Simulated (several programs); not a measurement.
**What each method gives for KI (wurtzite)**

KI built on the wurtzite prototype (no longer in that coordination), relaxed with r2SCAN in Ansatz, was computed with several methods. Space group P6_3/mmc (No. 194), hexagonal; a = 6.039 Å, c = 7.039 Å in the conventional setting, 55.59 Å³ an atom. Around K lie 5 I at 3.49–3.52 Å; around I lie 5 K at 3.49–3.52 Å. Computed, not measured; no magnetism was allowed, and whether the structure is a known phase isn't checked.

```
K I
1.0
     6.03945    0.00000    0.00000
    -3.01973    5.23032    0.00000
     0.00000    0.00000    7.03912
K I
2 2
Direct
  0.33333 0.66667 0.93750
  0.66667 0.33333 0.43750
  0.33333 0.66667 0.43750
  0.66667 0.33333 0.93750
```

Gaps and times are for a single point on this cell; volume and bulk modulus come from each method's own relaxation or energy curve at fixed shape, which is too stiff where a cell has free coordinates or axes. Times are rough, from shared hosts (Arm Neoverse N1; Arm Neoverse V1), and each method has its own mesh and cell size. A dagger marks a closed or tiny gap in a crystal that DFT finds insulating: a failure of the method or a wrong SCF state. A double dagger marks a value from a curve with shape and coordinates held. PM6 (MOPAC), PM7 (MOPAC), GFN1-xTB (tblite), GFN2-xTB (tblite) treat a cluster of cells at its zone centre, which samples few k points: where these miss a band edge, the gap comes out too large for that reason alone. Gaps from k meshes are read at a limited set of points (mesh, symmetry points, PBE's band edges), so each method's own least gap may be somewhat smaller. Force fields have no electrons; where one was fitted to this phase, its volume and modulus reflect the fit. xTB and the PM methods were fitted mostly to molecules, and can miss a solid's gap by electronvolts. Minimal bases can be far off for gaps. Times of the plane-wave ladder aren't listed, since it ran on unlike processors and cards. GLLB-SC's gap includes the derivative discontinuity. G0W0 is at finite bands, cutoff and mesh. d marks a direct gap, i an indirect one (no mark: not told apart), a dash a value that wasn't computed or didn't pass its checks.

| method | kind | gap (eV) | own volume (Å³/atom) | bulk modulus (GPa) | atoms computed | processor time |
| --- | --- | --- | --- | --- | --- | --- |
| ffield.eim (LAMMPS) | force field | – | – | – | 4 | 0.17 s |
| PM7 (MOPAC) | semi-empirical | 10.56 | – | – | cluster | 2.1 s |
| GFN1-xTB (tblite) | tight binding | 0.06† | – | – | cluster | 2.1 s |
| PM6 (MOPAC) | semi-empirical | 8.06 | – | – | cluster | 2.2 s |
| GFN2-xTB (tblite) | tight binding | 4.31 | – | – | cluster | 2.8 s |
| light PBE (260 eV and a coarse mesh) | light plane-wave | 3.78 d | – | – | 4 | 3.9 s |
| PBE/SZV (CP2K) | small basis | 3.18 d | 58.96‡ | 10‡ | 4 | 16 s |
| PBE | semilocal | 3.79 d | 57.17 | 8‡ | 4 | – |
| PBE/DZVP (CP2K) | small basis | 3.78 d | 57.60‡ | 8‡ | 4 | 33 s |
| r2SCAN | semilocal | 4.35 d | 55.59 | 9‡ | 4 | – |
| PBE/single zeta (GPAW) | small basis | 3.55 d | – | – | 4 | 110 s |
| GLLB-SC (GPAW) | model potential | 7.55 | – | – | 4 | 3 min |
| G0W0@PBE (80 eV screening cutoff) | many-body | 5.92 | – | – | 4 | – |

Against r2SCAN (4.35 eV) and with closed or daggered gaps left aside, the nearest gap at the points sampled is that of GFN2-xTB (tblite) (-0.04 eV) and the farthest that of PM7 (MOPAC) (+6.21 eV). r2SCAN is only a yardstick of convenience: semilocal gaps usually lie below measured ones, which GLLB-SC and hybrids aim to mend.

Volumes against r2SCAN's: PBE +2.9 %.

Relaxed on its own, the cell leaves this structure with ffield.eim (LAMMPS), so no volume is listed.

No spin-orbit coupling is included; it can move band edges with weight on the heavy atoms by tenths of an eV.
